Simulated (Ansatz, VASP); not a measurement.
**ZrB2 in VASP and in Ansatz**

The input INCAR:

```
SYSTEM = ZrB2
ALGO = Normal
EDIFF = 1E-6
ENCUT = 520
GGA = PE
ISIF = 2
ISMEAR = -1
LASPH = .TRUE.
LCHARG = .FALSE.
LREAL = .FALSE.
LWAVE = .FALSE.
NBANDS = 16
NELM = 60
PREC = Accurate
SIGMA = 0.05
```

KPOINTS

```
k-points
0
G
  12 12 9
  0 0 0
```

POSCAR

```
ZrB2
1.0
    3.1755148523      0.0000000000      0.0000000000
   -1.5877574262      2.7500765323      0.0000000000
    0.0000000000      0.0000000000      3.5316944381
Zr B
1 2
Direct
    0.0000000000      0.0000000000      0.0000000000
    0.3333333333      0.6666666667      0.5000000000
    0.6666666667      0.3333333333      0.5000000000
```

Input for Ansatz:

```yaml
crystal:
  lattice:
    - [3.1755148523, 0.0, 0.0]
    - [-1.5877574262, 2.7500765323, 0.0]
    - [0.0, 0.0, 3.5316944381]
  atoms:
    - { symbol: Zr, position: [0.0, 0.0, 0.0] }
    - { symbol: B, position: [0.3333333333, 0.6666666667, 0.5] }
    - { symbol: B, position: [0.6666666667, 0.3333333333, 0.5] }
kpoints:
  mp_grid: { grid: [12, 12, 9] }
  band_path:
    path:
      - [0.0, 0.0, 0.0]
      - [0.5, 0.0, 0.0]
      - [0.3333333333, 0.3333333333, 0.0]
      - [0.0, 0.0, 0.0]
      - [0.0, 0.0, 0.5]
      - [0.5, 0.0, 0.5]
      - [0.3333333333, 0.3333333333, 0.5]
      - [0.0, 0.0, 0.5]
      - [0.5, 0.0, 0.5]
    npoints: 5
scf:
  occupations: { method: fermi_dirac, width: 0.05 }
hamiltonian:
  xc: pbe
  pseudopotentials: { kind: all_electron, lapw: { basis_error: 0.001 } }
output:
  forces: true
  stress: true
  eigenvalues: true
```

Change from the starting cell: volume scaled by 1.01.

Alike in both runs: task single point; functional PBE; k mesh 12 × 12 × 9; occupations fermi-dirac, width 0.05 eV; no spin polarisation.

```csv
,VASP,Ansatz
version,VASP 6.6.1,Ansatz 0.2.0
potentials or method,"VASP PAW PBE potentials, release 64 (Zr_sv, B)","all-electron LAPW, scalar-relativistic"
plane-wave cutoff (eV),520,see its input
```

```tsv
	VASP	Ansatz	Ansatz less VASP
pressure (GPa)	0.1	0.0	-0.11
largest component of the traceless stress (GPa)	1.14	1.14	-0.001
```

Ansatz ran all-electron here, so the differences hold the error of VASP's frozen core and of both bases.
